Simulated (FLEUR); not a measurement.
# CoO (R3m) in FLEUR: notebook, part 2 of 2

FLEUR MaX-R8.1 (later development tree). The steps go on from the part before.

## Step 6: Single point, PBEsol+U, collinear spin, ferromagnetic start

Input file inp.xml:

```xml
<?xml version="1.0" encoding="UTF-8" standalone="no"?>
<fleurInput fleurInputVersion="0.39">
   <comment>
      CoO                                                                                                 
   </comment>
   <calculationSetup>
      <cutoffs Kmax="5.24" Gmax="16.2" GmaxXC="16.2" numbands="0"/>
      <scfLoop itmax="100" minDistance="0.0002" maxIterBroyd="50" imix="Anderson" alpha="0.05" precondParam="0.0" spinf="2.0" sdNocoIR="T"/>
      <coreElectrons ctail="T" frcor="F" kcrel="0" coretail_lmax="0"/>
      <xcFunctional name="PBEs" relativisticCorrections="F"/>
      <magnetism jspins="2"/>
      <soc l_soc="F" theta="0.0" phi="0.0" spav="F"/>
      <expertModes spex="0" secvar="F"/>
      <geometryOptimization l_f="F" forcealpha="1.0" forcemix="BFGS" epsdisp="0.00001" epsforce="0.00001"/>
      <ldaU l_linMix="F" mixParam="0.05" spinf="1.0"/>
   </calculationSetup>
   <cell>
      <bzIntegration valenceElectrons="23.0" mode="hist" fermiSmearingEnergy="0.00183747">
         <kPointListSelection listName="default-1"/>
         <!-- k-points included here -->
         <xi:include xmlns:xi="http://www.w3.org/2001/XInclude" href="kpts.xml"> </xi:include>
      </bzIntegration>
      <!-- symmetry operations included here -->
      <xi:include xmlns:xi="http://www.w3.org/2001/XInclude" href="sym.xml"> </xi:include>
      <bulkLattice scale="1.0">
         <bravaisMatrix>
            <row-1>    3.0277566922129662     1.7480761412776495     4.8499270894253312</row-1>
            <row-2>   -3.0277566922129662     1.7480761412776495     4.8499270894253312</row-2>
            <row-3>    0.0000000000000000    -3.4961522825552991     4.8499270894253312</row-3>
         </bravaisMatrix>
      </bulkLattice>
   </cell>
   <atomSpecies>
      <species name="Cobalt (Co2.000" element="Co" atomicNumber="27">
         <mtSphere radius="1.87" gridPoints="625" logIncrement="0.019"/>
         <atomicCutoffs lmax="8" lnonsphr="8"/>
         <electronConfig flipSpins="F">
            <coreConfig>(1s1/2) (2s1/2) (2p1/2) (2p3/2)</coreConfig>
            <valenceConfig>(3s1/2) (3p1/2) (3p3/2) (4s1/2) (3d3/2) (3d5/2)</valenceConfig>
            <stateOccupation state="(3d3/2)" spinUp="1.5" spinDown="1.3"/>
            <stateOccupation state="(3d5/2)" spinUp="3.0" spinDown="1.2"/>
         </electronConfig>
         <energyParameters s="4" p="4" d="3" f="4"/>
         <ldaU l="2" U="5" J="0.0" l_amf="F"/>
         <lo type="SCLO" l="0" n="3" eDeriv="0"/>
         <lo type="SCLO" l="1" n="3" eDeriv="0"/>
         <lo type="SCLO" l="1" n="3" eDeriv="1"/>
         <lo type="SCLO" l="3" n="4" eDeriv="2"/>
      </species>
      <species name="Oxygen (O)" element="O" atomicNumber="8">
         <mtSphere radius="1.43" gridPoints="481" logIncrement="0.022"/>
         <atomicCutoffs lmax="8" lnonsphr="8"/>
         <electronConfig flipSpins="F">
            <coreConfig>(1s1/2)</coreConfig>
            <valenceConfig>(2s1/2) (2p1/2) (2p3/2)</valenceConfig>
            <stateOccupation state="(2p1/2)" spinUp="0.666667" spinDown="0.666667"/>
            <stateOccupation state="(2p3/2)" spinUp="1.333333" spinDown="1.333333"/>
         </electronConfig>
         <energyParameters s="2" p="2" d="3" f="4"/>
         <lo type="SCLO" l="0" n="2" eDeriv="2"/>
         <lo type="SCLO" l="1" n="2" eDeriv="2"/>
         <lo type="SCLO" l="2" n="3" eDeriv="2"/>
      </species>
   </atomSpecies>
   <atomGroups>
      <atomGroup species="Cobalt (Co2.000">
         <relPos label="                   1">-.0010216800 -.0010216800 -.0010216800</relPos>
         <force calculate="T" relaxXYZ="TTT"/>
      </atomGroup>
      <atomGroup species="Oxygen (O)">
         <relPos label="                   2">-.2489789700 -.2489789700 -.2489789700</relPos>
         <force calculate="T" relaxXYZ="TTT"/>
      </atomGroup>
   </atomGroups>
   <output dos="F" band="F" slice="F">
      <checks vchk="F" cdinf="F"/>
      <bandDOS minEnergy="-.5*Htr" maxEnergy="0.5*Htr" sigma="0.015" storeEVData="T"/>
      <vacuumDOS vacdos="F" integ="F" star="F" nstars="0" locx1="0.0" locy1="0.0" locx2="0.0" locy2="0.0" nstm="0" tworkf="0.0"/>
      <unfoldingBand unfoldBand="F" supercellX="1" supercellY="1" supercellZ="1"/>
      <plotting iplot="0" polar="F">
         <plot TwoD="T" vec1="  1.0  0.0  0.0" vec2="  0.0  1.0  0.0" vec3="  0.0  0.0  1.0" zero="  0.0  0.0  0.0" file="plot"/>
      </plotting>
      <chargeDensitySlicing numkpt="0" minEigenval="0.0" maxEigenval="0.0" nnne="0" pallst="F"/>
      <specialOutput eonly="F"/>
      <moessbauerParams electricFieldGradient="T" isomerShift="T" coreHyperfine="T" valenceHyperfine="T"/>
      <magneticCircularDichroism mcd="F" energyLo="-10.0" energyUp="0.0"/>
   </output>
  <!-- We include the file relax.xml here to enable relaxations (see documentation) -->
  <xi:include xmlns:xi="http://www.w3.org/2001/XInclude" href="relax.xml"> <xi:fallback/> </xi:include>
</fleurInput>
```

Input file crystal.txt:

```
CoO
&input cartesian=F /
1.6022198417  0.9250420569  2.5664708903
-1.6022198417  0.9250420569  2.5664708903
0.0000000000  -1.8500841138  2.5664708903
1.8897261246
1.0 1.0 1.0

2
27 0.9989783200  0.9989783200  0.9989783200 : 2.000
8 0.7510210300  0.7510210300  0.7510210300

&kpt div1=8 div2=8 div3=8 gamma=T /
```

Potentials or basis: all-electron, FLAPW.

Run with:

```console
$ inpgen -f crystal.txt -profile fastHighL
$ # inp.xml edited to the form shown
$ fleur_MPI
```

Log:

```text
Welcome to FLEUR        (www.flapw.de)
      MaX-Release 8.1          (www.max-centre.eu)

 ========== k-point set info ==========
 Selected k-point list: default-1
 k-point list type: mesh
 8 x 8 x 8
 Number of k points: 65

 ------------Calculation Setup---------------------------
 Number of MPI-tasks      :            1
 Number of PE/node        :            1
 Number of OMP-threads    :            1
 Most efficient MPI parallelization for:
           1           5          13          65
 Additional eigenvalue parallelization possible
 Number of basis functions:          438
 Approximate size of matrices (H+S) per k-point:         0.006 GB
 --------------------------------------------------------
 no density matrix found ... skipping LDA+U
 Reset of history
 Iteration:     1   Distance:      21.16418439 me/bohr^3
 Iteration:     2   Distance:      34.41823012 me/bohr^3
 Iteration:     3   Distance:      32.74806311 me/bohr^3
 Iteration:     4   Distance:      21.63258554 me/bohr^3
 Iteration:     5   Distance:      17.61723950 me/bohr^3
 Iteration:     6   Distance:      10.62344039 me/bohr^3
 Iteration:     7   Distance:       6.05793511 me/bohr^3
 Iteration:     8   Distance:       5.58777654 me/bohr^3
 Iteration:     9   Distance:       2.87830775 me/bohr^3
 Iteration:    10   Distance:       2.37756407 me/bohr^3
[... 9 lines left out ...]
 Iteration:    20   Distance:       0.01953373 me/bohr^3
 Iteration:    21   Distance:       0.01745374 me/bohr^3
 Iteration:    22   Distance:       0.00917559 me/bohr^3
 Iteration:    23   Distance:       0.01141217 me/bohr^3
 Iteration:    24   Distance:       0.00192924 me/bohr^3
 Iteration:    25   Distance:       0.00156843 me/bohr^3
 Iteration:    26   Distance:       0.00100889 me/bohr^3
 Iteration:    27   Distance:       0.00035546 me/bohr^3
 Iteration:    28   Distance:       0.00025469 me/bohr^3
 Iteration:    29   Distance:       0.00005394 me/bohr^3

 ********************************************************************
 Run finished successfully
 Stop message:
   all done
 ********************************************************************
```

Run time: 6.6 min. Hardware: 1 thread of Arm Neoverse V1, shared host; peak memory 0.12 GiB.

What came out:

```yaml
Free_energy: -39923.0982 eV
Band_gap_on_the_k_mesh: 0.34 eV, direct
Net_moment: 3.00 μB per cell
Site_moments: Co +2.61; O +0.17 μB
Valence_electrons_inside_the_program's_atomic_spheres: Co 14.79; O 4.61 (radii Co 1.87, O 1.43 bohr)
```

Eigenvalues of the final occupation matrices:
```tsv
site	spin	trace	eigenvalues
atom type 1	1	4.56	0.90 0.90 0.91 0.92 0.92
atom type 1	2	1.98	0.08 0.08 0.08 0.88 0.88
```

Core levels (eV from the Fermi level):
```tsv
atom	levels
1 Co	1s1/2 -7576.1, 2s1/2 -890.5, 2p1/2 -771.7, 2p3/2 -756.9
2 O	1s1/2 -504.2
```

Caveat: a cell with one magnetic atom can't hold antiferromagnetic order, which such compounds often take.

## Step 7: Single point, PBEsol+U, collinear spin, ferromagnetic start

Edit inp.xml of step 6 so:

```diff
@@ -43,3 +43,3 @@
          <energyParameters s="4" p="4" d="3" f="4"/>
-         <ldaU l="2" U="5" J="0.0" l_amf="F"/>
+         <ldaU l="2" U="6" J="0.0" l_amf="F"/>
          <lo type="SCLO" l="0" n="3" eDeriv="0"/>
```

crystal.txt is that of step 6.

Run with:

```console
$ inpgen -f crystal.txt -profile fastHighL
$ # inp.xml edited to the form shown
$ fleur_MPI
```

Run time: 6.3 min. Hardware: 1 thread of Arm Neoverse V1, shared host; peak memory 0.12 GiB.

It converged, with:

```
Free energy                                           : -39922.6891 eV
Band gap on the k mesh                                : 0.46 eV, direct
Net moment                                            : 3.00 μB per cell
Site moments                                          : Co +2.63; O +0.15 μB
Valence electrons inside the program's atomic spheres : Co 14.79; O 4.62 (radii Co 1.87, O 1.43 bohr)
```

Levels at points of the mesh, in eV from the valence-band top:
Spin up:
```tsv
k point	band 9	band 10	band 11	band 12	band 13	band 14	band 15	band 16	band 17	band 18
(0.00, 0.00, 0.00)	-3.75	-3.75	-0.11	-0.11	0.00	0.46	14.23	14.23	14.81	20.10
(0.00, 0.00, 0.50)	-4.28	-3.79	-3.77	-0.90	-0.89	5.99	7.29	13.62	13.96	17.59
(0.00, 0.50, 0.50)	-4.89	-3.48	-2.74	-2.55	-2.44	4.98	10.46	11.13	14.50	14.80
(0.50, 0.50, 0.50)	-4.38	-3.83	-3.83	-1.03	-1.03	5.93	7.56	13.51	13.51	17.31
```
Spin down:
| k point | band 6 | band 7 | band 8 | band 9 | band 10 | band 11 | band 12 | band 13 | band 14 | band 15 |
| --- | --- | --- | --- | --- | --- | --- | --- | --- | --- | --- |
| (0.00, 0.00, 0.00) | -3.72 | -3.71 | -3.71 | -1.83 | -1.83 | 1.13 | 5.38 | 5.38 | 5.49 | 14.80 |
| (0.00, 0.00, 0.50) | -5.89 | -4.01 | -3.94 | -1.28 | -1.18 | 3.12 | 4.55 | 4.61 | 6.60 | 8.71 |
| (0.00, 0.50, 0.50) | -6.25 | -3.62 | -3.60 | -1.53 | -0.93 | 1.35 | 4.05 | 4.09 | 7.81 | 11.02 |
| (0.50, 0.50, 0.50) | -5.85 | -4.00 | -4.00 | -1.15 | -1.15 | 2.92 | 4.45 | 4.45 | 6.56 | 9.14 |

Eigenvalues of the final occupation matrices:
```csv
site,spin,trace,eigenvalues
atom type 1,1,4.57,0.90 0.90 0.92 0.92 0.92
atom type 1,2,1.97,0.07 0.07 0.07 0.88 0.88
```

Core levels (eV from the Fermi level):
```tsv
atom	levels
1 Co	1s1/2 -7575.9, 2s1/2 -890.4, 2p1/2 -771.5, 2p3/2 -756.7
2 O	1s1/2 -504.0
```

Caveat: a cell with one magnetic atom can't hold antiferromagnetic order, which such compounds often take. The state reached can hang on the start; a lower one may exist.

## Step 8: Overview

| U | gap on the mesh (eV) | moment (μB) |
| --- | --- | --- |
| Co d U = 0.0 eV | none | 2.80 |
| Co d U = 2 eV | none | 2.93 |
| Co d U = 3 eV | 0.14 | 3.00 |
| Co d U = 4 eV | 0.23 | 3.00 |
| Co d U = 5 eV | 0.34 | 3.00 |
| Co d U = 6 eV | 0.46 | 3.00 |

Alike in all rows: task single point; level PBEsol+U; potentials or basis all-electron, FLAPW; spin collinear, ferromagnetic start; cell as given; k mesh 8 × 8 × 8; smearing fermi-dirac 0.05 eV; kmax 5.24 1/bohr.

On the cell as given the gap runs from zero (PBEsol+U) to 0.46 eV (PBEsol+U).

Caveats: a cell with one magnetic atom can't hold antiferromagnetic order, which such compounds often take.

Compare energies only between runs with the same functional and basis.
